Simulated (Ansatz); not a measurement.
Here is an Ansatz 0.2.0 calculation.

File input.yaml:

```yaml
crystal:
  lattice:
    - [2.7341, 0.0, 0.0]
    - [-1.36705, 2.3678000565, 0.0]
    - [0.0, 0.0, 4.3197]
  atoms:
    - { symbol: Os, position: [0.6666666667, 0.3333333333, 0.75] }
    - { symbol: Os, position: [0.3333333333, 0.6666666667, 0.25] }
kpoints:
  mp_grid: { grid: [11, 11, 6] }
scf:
  occupations: { method: fermi_dirac, width: 0.05 }
hamiltonian:
  xc: pbe
  pseudopotentials: { kind: all_electron, lapw: { basis_error: 0.001 } }
output:
  forces: true
  stress: true
relax:
  f_tol: 0.005
  max_steps: 60
  cell: {}
```

Potentials or basis: all-electron LAPW, scalar-relativistic.

Launch:

```console
$ ansatz run input.yaml --threads 1 --pin off --max-ram 3072MiB --backend cpu --events-out ev --progress --plain --runs-dir out
```

Problem. What does it give for the space group after relaxing (to 0.05 Å)?

Solution. P6_3/mmc (No. 194).

Problem. What does it give for the relaxed volume?

Solution. 14.28 Å³/atom.

Problem. What does it give for the relaxed cell?

Solution. a = 2.754 Å, b = 2.754 Å, c = 4.349 Å, α = 90.00°, β = 90.00°, γ = 120.00°.

Final structure:
```
CELL_PARAMETERS angstrom
2.75379 0.00000 0.00000
-1.37689 2.38485 0.00000
0.00000 0.00000 4.34930
ATOMIC_POSITIONS crystal
Os 0.66667 0.33333 0.75000
Os 0.33333 0.66667 0.25000
```

Spin-orbit coupling is left out, which matters for the levels of Os. Zero-point motion and thermal expansion aren't in these numbers.
